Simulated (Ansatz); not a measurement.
Suppose In3O2 takes space group Fmmm (No. 69), with In on 4b and 8i; O on 8h.

These are results of Ansatz, DFT PBE, scalar-relativistic, plane waves, PAW, not measurements. Cutoff 420 eV, Γ-centred mesh, Gaussian smearing, no spin polarisation.

Formation energies are uncorrected and refer to the elements' standard structures at the same level (O₂ as a molecule).

Question: Give the relaxed lattice parameters and positions.

Answer:

Space group Fmmm (No. 69). a = 6.423 Å, b = 7.052 Å, c = 9.192 Å, α = 90.00°, β = 90.00°, γ = 90.00°
```
atom  site  symmetry       x       y       z
  In    4b       mmm  0.5000  0.0000  0.0000
  In    8i       mm2  0.0000  0.0000  0.1801
   O    8h       m2m  0.5000  0.3044  0.0000
```

In on a site of symmetry mmm has 2 O at 2.15 Å; around In on a site of symmetry mm2 lie 2 O at 2.16 Å; O has 3 In at 2.15–2.16 Å. Another local minimum with the same sites may exist.

Question: And its energy and gap?

Answer: The energy over the elements is −0.67 eV/atom. The gap on the 10×10×10 mesh of the 5-atom cell is 0 eV (a metal).

The last run used Gaussian smearing of 0.10 eV. An odd number of electrons in the primitive cell allows no gap without spin; a larger cell or a magnetic state could open one. Symmetry constrained the relaxation, so the result can be a saddle point. Another cell of In3O2 relaxed alike, in P-3m1, lies 193 meV/atom lower, so this cell isn't the stable form at this level.
